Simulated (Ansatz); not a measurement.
Compare A (`C=CC(C)=O`) with its isomer B (`C1=CCOC1`).

Program: Ansatz. Geometries: PBE0-D4/def2-TZVP. ΔE: electronic, gas phase. CCSD(T)/CBS adds triple-zeta CCSD(T) − MP2 to the extrapolated MP2 energy (def2 sets, frozen cores). Functionals use def2-TZVPP. B3LYP here is the variant with VWN-RPA as its local correlation; programs differ in this. Each species was taken in one conformer, which may not be the lowest.

A:

Z-matrix (Å, degrees):
```
C
C 1 1.506
H 1 1.088 2 108.9
H 1 1.093 2 110.8 3 -120.5
H 1 1.093 2 110.7 3 120.4
C 2 1.481 1 119.1 3 179.6
O 2 1.211 1 121.4 3 -0.4
C 6 1.328 2 124.9 1 -0.0
H 6 1.086 2 113.9 1 180.0
H 8 1.084 6 121.4 2 180.0
H 8 1.084 6 122.0 2 -0.0
```

B:

Z-matrix (Å, degrees):
```
C
C 1 1.492
O 1 1.417 2 105.2
H 1 1.100 2 112.3 3 -119.5
H 1 1.099 2 112.3 3 119.5
C 2 1.323 1 109.7 3 0.1
H 2 1.082 1 123.6 3 -179.9
C 3 1.417 1 110.4 2 -0.2
H 6 1.082 2 126.8 1 180.0
H 8 1.099 3 109.9 1 -120.8
H 8 1.099 3 109.8 1 121.3
```

Q: Which is lower in electronic energy at CCSD(T)/CBS, and by how much? (Estimate.)

A: Ansatz gave: A, by 42.3 kJ/mol.

Q: Give E(B) − E(A) in kJ/mol with CCSD/def2-TZVPP, B3LYP, B3LYP-D4, HF/def2-TZVPP, PBE-D4, CCSD(T)/def2-SVP, PBE0-D4. (Estimate.)

A: The calculation gave: CCSD/def2-TZVPP 41.3, B3LYP 54.9, B3LYP-D4 53.4, HF/def2-TZVPP 51.6, PBE-D4 44.3, CCSD(T)/def2-SVP 53.4, PBE0-D4 32.1. None reverses the order clearly.

Q: Does the order hold for the free energy at 298.15 K (harmonic terms from PBE0-D4)? (Estimate.)

A: Computed: Yes: G(B) − G(A) = +56.0 kJ/mol, for one conformer each.

Largest T1 diagnostic: 0.014.

From BLYP to BHLYP (50 % exact exchange), in def2-TZVPP and without D4, E(B) − E(A) moves by −24.4 kJ/mol. In def2-TZVPP, CCSD(T) changes the Hartree–Fock value by −7.4 kJ/mol (the triples alone add +2.9 kJ/mol) and MP2 by −10.1 kJ/mol.
